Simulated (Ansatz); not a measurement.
BaSnO$_{3}$ (cubic perovskite, Pm-3m), LDA in the plane-wave PAW code Ansatz, all energies at zero smearing, with the estimated change up to a 700 eV cutoff added, with one set of potentials and settings (totals compare only within such a set). Cell of 5 atoms (1 Ba, 1 Sn, 3 O): -13329.019 eV.

```csv
element,reference phase,E (eV/atom)
Ba,"Im-3m, 1 atoms in the cell",-5779.5825
Sn,"I4_1/amd, 2 atoms in the cell",-5879.5359
O,"C2/m, 4 atoms in the cell, spin-polarised",-552.6518
```

Formation energy per atom, worked out: (-13329.019 − 1×(-5779.5825) − 1×(-5879.5359) − 3×(-552.6518))/5 = -2.389 eV/atom (-231 kJ per mol of atoms), at 0 K, without zero-point energy or fitted corrections.

The LDA relaxation kept the symmetry of its start; phonons on a q-mesh show no instability. The references are the lowest solids computed at this level, not always the standard phases (solids in place of the gases). Spin–orbit coupling is left out wherever it is not named.

Potentials: the later of the program's two PAW sets.
